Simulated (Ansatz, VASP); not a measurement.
# Co8H in two plane-wave programs, part 3 of 3

Wanted: the spread between two codes on one cell, functional and k mesh. Of the first pair: The structure shown is the start of the Ansatz relaxation below; VASP solves that cell, so the two are compared at the walk's first step.

VASP 6.6.1 and Ansatz 0.2.0.

So far. Step 3 (VASP: single point, PBE, start cell, pair 1): The run ends at a pressure of -0.48 GPa, with forces up to 1.7 eV/Å.

**6. VASP: single point, PBE, relaxed cell, pair 2**

Level of this step: PBE, spin-polarised from a ferromagnetic start; plane waves and PAW (Co, H) (VASP).

The same cell, functional, mesh and smearing now go to VASP, with its own data sets.

INCAR

```
SYSTEM = Co8H
PREC = Accurate
ENCUT = 520
EDIFF = 1E-06
NELM = 200
ISMEAR = 0
SIGMA = 0.1
LREAL = .FALSE.
ALGO = Normal
GGA = PE
NBANDS = 58
ISPIN = 2
MAGMOM = 1.84 1.85 1.78 1.78 1.76 1.8 1.64 1.39 -0.01
LASPH = .TRUE.
LMAXMIX = 4
LORBIT = 11
LWAVE = .FALSE.
LCHARG = .FALSE.
ISIF = 2
LDIPOL = .TRUE.
IDIPOL = 3
DIPOL = 0.5 0.5 0.296
LVHAR = .TRUE.
GGA_COMPAT = .FALSE.
NELMDL = -8
KPAR = 2
```

POSCAR

```
Co8H
1.0
    4.9850447764     -0.0000017495      0.0000000000
    1.2462604366      2.1585863956      0.0000000000
    0.0000000000      0.0000000000     37.0919525573
Co H
8 1
Direct
    0.8333330000      0.6666670000      0.2015956573
    0.3333330000      0.6666670000      0.2015956573
    0.0000000000      0.0000000000      0.2560265897
    0.5000000000      0.0000000000      0.2560265897
    0.8344210119      0.6655789881      0.3115903864
    0.3350255021      0.6649744979      0.3115755452
    0.9967482634      0.0032517366      0.3643108035
    0.5017430259      0.9982569741      0.3651666066
    0.3417020279      0.6582979721      0.3905421594
```

KPOINTS

```
Automatic mesh
0
Gamma
6 12 1
0 0 0
```

The projector-augmented-wave data sets are Co and H (PBE family, release 64).

Run with:

```bash
$ mpirun -np 2 vasp_std
```

Numbers of over 12 decimals in the logs are rounded to 6 here.

Output:

```text
[... set-up lines as in an earlier step ...]
 entering main loop
       N       E                     dE             d eps       ncg     rms          rms(c)
DAV:   1     0.521896770796E+03    0.52190E+03   -0.29258E+04  5808   0.113E+03
DAV:   2    -0.329049177254E+02   -0.55480E+03   -0.51711E+03  5954   0.279E+02
DAV:   3    -0.650957039450E+02   -0.32191E+02   -0.30859E+02  6420   0.994E+01
DAV:   4    -0.657456548634E+02   -0.64995E+00   -0.64814E+00  6612   0.159E+01
[...]
DAV:  63    -0.572967645169E+02   -0.46520E-05   -0.10077E-08  3708   0.525E-04    0.281E-04
DAV:  64    -0.572967663190E+02   -0.18021E-05   -0.45771E-09  3762   0.504E-04    0.186E-04
DAV:  65    -0.572967672619E+02   -0.94292E-06   -0.24072E-09  3758   0.252E-04
   1 F= -.57296767E+02 E0= -.57271929E+02  d E =-.496772E-01  mag=    13.4951
```

Parts of OUTCAR (step 6):

```text
  Total       -2.7050968     -2.4052157     -2.0117159      0.2597046      0.0083300     -0.0144273
  in kB      -10.8586319     -9.6548678     -8.0753052      1.0424903      0.0334376     -0.0579132
  external PRESSURE =      -9.5296017 kB  Pullay stress =       0.0000000 kB

 POSITION                                       TOTAL-FORCE (eV/Angst)
 -----------------------------------------------------------------------------------
      4.98504      1.43906      7.47758         0.000768     -0.000443      0.418673
      2.49252      1.43906      7.47758         0.003653     -0.002109      0.416660
      0.00000      0.00000      9.49653         0.010912     -0.006300     -0.342931
      2.49252     -0.00000      9.49653        -0.015506      0.008953     -0.417306
      4.98911      1.43671     11.55750         0.001160     -0.000670     -0.007803
      2.49885      1.43540     11.55695         0.002271     -0.001311      0.003424
      4.97289      0.00702     13.51300        -0.004368      0.002522     -0.029304
      3.74530      2.15482     13.54474         0.000505     -0.000292     -0.027787
      2.52381      1.42099     14.48597         0.000604     -0.000349     -0.013626
 -----------------------------------------------------------------------------------
    total drift:                                0.000224     -0.000128      0.000534

  FREE ENERGIE OF THE ION-ELECTRON SYSTEM (eV)
  ---------------------------------------------------
  free  energy   TOTEN  =       -57.2967672619 eV

  energy  without entropy=      -57.2470900475  energy(sigma->0) =      -57.27192865

 magnetization (x)
# of ion       s       p       d       tot
------------------------------------------
    1       -0.008  -0.034   1.823   1.782
    2       -0.008  -0.036   1.833   1.789
    3       -0.012  -0.047   1.772   1.713
    4       -0.013  -0.047   1.775   1.715
    5       -0.011  -0.048   1.756   1.697
    6       -0.010  -0.049   1.786   1.727
    7       -0.009  -0.031   1.752   1.713
    8       -0.007  -0.023   1.515   1.485
    9       -0.015   0.001   0.000  -0.014
--------------------------------------------------
tot         -0.093  -0.313  14.012  13.607

[... 1 part as in an earlier step ...]

[... 2 further parts left out ...]
[key lines of the parts left out:]
E-fermi :  -1.5283
```

The run ends at a pressure of -0.95 GPa, with forces up to 0.42 eV/Å.

**7. Differences**

What differs besides the data sets and the points named for the pairs above, as far as they apply: the data sets hold 137 valence electrons in Ansatz (on its PAW soft_1 files) and 73 in VASP; site moments are counted in spheres of each program's own size. Total energies have different zeros and are not compared.

Both answers:

| quantity | Ansatz | VASP | difference |
| --- | --- | --- | --- |
| total moment (μB) | 13.64 | 13.50 | +0.14 |
| moment on Co2 (μB) | 1.85 | 1.79 | +0.06 |
| moment on Co1 (μB) | 1.84 | 1.78 | +0.06 |
| moment on Co6 (μB) | 1.79 | 1.73 | +0.07 |
| moment on Co4 (μB) | 1.78 | 1.72 | +0.07 |
| moment on Co3 (μB) | 1.78 | 1.71 | +0.07 |
| moment on Co7 (μB) | 1.64 | 1.71 | -0.08 |
| moment on Co5 (μB) | 1.76 | 1.70 | +0.06 |
| moment on Co8 (μB) | 1.39 | 1.49 | -0.09 |

Forces (eV/Å; atoms numbered as in POSCAR):

| atom | Ansatz x, y, z | VASP x, y, z |
| --- | --- | --- |
| Co1 | 0.004, -0.002, 0.396 | 0.001, 0.000, 0.419 |
| Co2 | 0.001, 0.000, 0.388 | 0.004, -0.002, 0.417 |
| Co3 | 0.010, -0.006, -0.358 | 0.011, -0.006, -0.343 |
| Co4 | -0.014, 0.008, -0.426 | -0.016, 0.009, -0.417 |
| Co5 | 0.000, 0.000, 0.000 | 0.001, -0.001, -0.008 |
| Co6 | 0.000, 0.000, 0.000 | 0.002, -0.001, 0.003 |
| Co7 | 0.000, 0.000, 0.000 | -0.004, 0.003, -0.029 |
| Co8 | 0.000, 0.000, 0.000 | 0.001, 0.000, -0.028 |
| H9 | 0.000, 0.000, 0.000 | 0.001, 0.000, -0.014 |

The forces differ by 12 meV/Å r.m.s., which is 7.5 % of the r.m.s. force of 0.154 eV/Å (both taken over all components). With vacuum in the cell, a pressure given here is an average over mostly empty space and none of the material.

**8. Summary of results**

| Property | Result |
| --- | --- |
| r.m.s. force difference (single point, PBE, start cell, pair 1) | 2.0 % of the r.m.s. force |
| r.m.s. force difference (single point, PBE, relaxed cell, pair 2) | 12 meV/Å |

What this shows: The r.m.s. force difference is 12 meV/Å (single point, PBE, relaxed cell, pair 2), at about the 12 meV/Å picked in this series as the mark of a large difference. The data sets hold unlike numbers of valence electrons (137 in Ansatz and 73 in VASP), so part of the differences comes from the potentials. Such differences can come from data sets, numerical settings and the points named under the comparisons, not from the functional's error against experiment.

[Lines on the potential files, build, host, timing and source positions are cut from VASP's logs without a mark.]

[Logs are printed without paths, hosts, clocks, repeated set-up lines and the standing remarks that a program may print on its own settings, such as how far it seeks lower states.]

[Hosts, paths, dates, database ids (printed as entryN), source tags and the programs' standing remarks are cut or masked in the printed files.]
